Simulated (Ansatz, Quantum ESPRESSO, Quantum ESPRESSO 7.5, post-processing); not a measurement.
## Zn chain with a O atom on top of one atom: ballistic transmission

How well does the junction conduct in the ballistic limit? It is: Zn chain with a O atom on top of one atom.

Method: plane-wave DFT, PBE, GBRV ultrasoft pseudopotentials (cross-check by Ansatz 0.2.0 with PAW datasets), in Quantum ESPRESSO 7.5.

## (1) The structure

The cell holds 14 atoms: 13 Zn and 1 O. Cell: a = 7.500 Å, b = 7.500 Å, c = 33.800 Å, α = 90.0°, β = 90.0°, γ = 90.0°. Regions: left lead, 6 atoms (6 Zn); channel, 2 atoms (1 Zn and 1 O); right lead, 6 atoms (6 Zn). Vacuum lies along a and b. The structure is stacked along c, and the current runs across the ab planes.

## (2) Ground state

One periodic cell holds a stretch of lead, the junction and more lead; the atoms stay as built.

Input file scf.in:

```
&control
  prefix = 'scf'
  outdir = './out'
  pseudo_dir = './pseudo'
  calculation = 'scf'
  tprnfor = .true.
/
&system
  ibrav = 0
  nat = 14
  ntyp = 2
  ecutwfc = 34
  ecutrho = 170
  occupations = 'smearing'
  smearing = 'mv'
  degauss = 0.01
/
&electrons
  conv_thr = 1e-07
  mixing_beta = 0.25
  electron_maxstep = 120
  mixing_mode = 'local-TF'
/
ATOMIC_SPECIES
  Zn  65.3800  zn_pbe_v1.uspp.F.UPF
  O   15.9990  o_pbe_v1.2.uspp.F.UPF
CELL_PARAMETERS angstrom
  7.50000000000000 0.00000000000000 0.00000000000000
  0.00000000000000 7.50000000000000 0.00000000000000
  0.00000000000000 0.00000000000000 33.80000000000000
ATOMIC_POSITIONS crystal
  Zn  0.500000000000 0.500000000000 0.000000000000
  Zn  0.500000000000 0.500000000000 0.076923076923
  Zn  0.500000000000 0.500000000000 0.153846153846
  Zn  0.500000000000 0.500000000000 0.230769230769
  Zn  0.500000000000 0.500000000000 0.307692307692
  Zn  0.500000000000 0.500000000000 0.384615384615
  Zn  0.500000000000 0.500000000000 0.461538461538
  O   0.719853333000 0.500000000000 0.461538461538
  Zn  0.500000000000 0.500000000000 0.538461538462
  Zn  0.500000000000 0.500000000000 0.615384615385
  Zn  0.500000000000 0.500000000000 0.692307692308
  Zn  0.500000000000 0.500000000000 0.769230769231
  Zn  0.500000000000 0.500000000000 0.846153846154
  Zn  0.500000000000 0.500000000000 0.923076923077
K_POINTS automatic
  1 1 3 0 0 0
```

On the command line:

```bash
> OMP_NUM_THREADS=1 mpirun -n 4 pw.x -nk 1 -in scf.in > scf.out
```

Planned after this: transmission with pwcond.x; transmission with pwcond.x, with ewind = 2.0 and epsproj = 0.001; cross-check with Ansatz; all levels side by side. Settings of the main run: cutoff 34 Ry, smearing, Marzari-Vanderbilt smearing, smearing width 0.01 Ry, SCF threshold 1.00e-7 Ry, gbrv-pbe-1.5 potentials, 1×1×3 k-mesh, mpi ranks 4, pools 1, omp threads 1.

**Question.** What will these runs give for the conductance by pwcond, in doubt; and conductance by Ansatz?

pwcond (PBE, GBRV ultrasoft) gives 0 G₀ and Ansatz (PAW) 0 G₀ a cell at the Fermi level; both codes find a gap in the lead at the Fermi level, so the value says nothing about the junction. No independent third code was run. In the second code the Fermi level lies in a gap of the lead, so a small shift of that gap decides the value. A band edge of the second code's lead lies within 0.06 eV of the Fermi level, so the channel count there hangs on small shifts and on temperature.

- conductance by pwcond, in doubt: 0 G₀
- conductance by Ansatz: 0 G₀

The geometry is as built, not relaxed, and the leads are short.

[Logs are printed without paths, hosts, clocks, repeated set-up lines and the standing remarks that a program may print on its own settings, such as how far it seeks lower states.]

[Hosts, paths, dates, database ids (printed as entryN), source tags and the programs' standing remarks are cut or masked in the printed files.]

[Maps of the electrostatic potential energy from Ansatz leave out the sawtooth potential of an applied field or a dipole correction, so their vacuum need not be flat; planar profiles and work functions include it.]
